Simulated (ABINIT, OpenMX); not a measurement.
One calculation of BN, 6 ways

```xyz
2
Lattice="0.0000 1.8130 1.8130 1.8130 0.0000 1.8130 1.8130 1.8130 0.0000" Properties=species:S:1:pos:R:3 pbc="T T T"
N     0.9065    0.9065    0.9065
B     0.0000    0.0000    0.0000
```

The cell is a database's computed one, not the measured one.

Alike in all runs: task band structure; functional PBE; k mesh 13 × 13 × 13; occupations fermi-dirac, width 0.05 eV; no spin polarisation; no spin-orbit coupling. Pressure is positive in compression and, in plane waves, holds the error of the finite cutoff. Gaps are the smaller of the mesh's and the band path's.

| program and potentials | plane-wave cutoff (eV) | notes | band gap (eV) | pressure (GPa) |
| --- | --- | --- | --- | --- |
| OpenMX, OpenMX 2013 PBE set, N6.0-s3p2d2, B7.0-s3p2d2, grid cutoff 400 Ry | - | atomic basis | 4.49 | -0.13 |
| OpenMX, OpenMX 2013 PBE set, N6.0-s2p2, B7.0-s2p2, grid cutoff 400 Ry | - | atomic basis | 6.81 | 5.41 |
| OpenMX, OpenMX 2013 PBE set, N6.0-s2p2d1, B7.0-s2p2d1, grid cutoff 400 Ry | - | atomic basis | 4.62 | 0.89 |
| ABINIT, PseudoDojo NC SR PBE v0.4.1 standard | 1143 | - | 4.52 | -0.75 |
| ABINIT, SG15 NC PBE v1.2 | 1143 | - | 4.53 | -1.55 |
| ABINIT, JTH PAW PBE v2.0 | 707 | - | 4.44 | -0.44 |

The band gap spans 4.44 (ABINIT, JTH PAW PBE v2.0) to 6.81 eV (OpenMX, OpenMX 2013 PBE set, N6.0-s2p2, B7.0-s2p2, grid cutoff 400 Ry). The pressure spans -1.55 (ABINIT, SG15 NC PBE v1.2) to 5.41 GPa (OpenMX, OpenMX 2013 PBE set, N6.0-s2p2, B7.0-s2p2, grid cutoff 400 Ry). The paths' points differ, which is worth about 0.01 eV. Rows in atomic bases carry the error of their basis and grid, which can be large.

Differences between rows come from potentials, basis sets and numerical settings, since the functional is the same but for its coding. Runs on potential files found faulty are left out.
